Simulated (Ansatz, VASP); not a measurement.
**Two plane-wave programs on VH2**

```
CELL_PARAMETERS angstrom
0.00000 2.12292 2.12292
2.12292 0.00000 2.12292
2.12292 2.12292 0.00000
ATOMIC_POSITIONS crystal
V 0.00000 0.00000 0.00000
H 0.25000 0.25000 0.25000
H 0.75000 0.75000 0.75000
```

Alike in both runs: task single point; functional PBEsol; k mesh 18 × 18 × 18; occupations gaussian, width 0.1 eV; no spin polarisation.

|  | VASP | Ansatz |
| --- | --- | --- |
| version | VASP 6.6.1 | Ansatz 0.2.0 |
| potentials or method | VASP PAW PBE potentials, release 64 (V_sv, H) | scalar-relativistic, plane waves, PAW |
| plane-wave cutoff (eV) | 520 | 420 |
| valence electrons in the cell | 15 | 15 |

|  | VASP | Ansatz | Ansatz less VASP |
| --- | --- | --- | --- |
| gap on the k mesh at the Fermi level (eV) | none | none | - |
| pressure (GPa) | -9.8 | -9.8 | -0.04 |

A gap of «none» marks a metal or a gap that the smearing closes.

Caveats: the PAW data sets were made with another functional, which shifts forces and pressure a little (VASP).
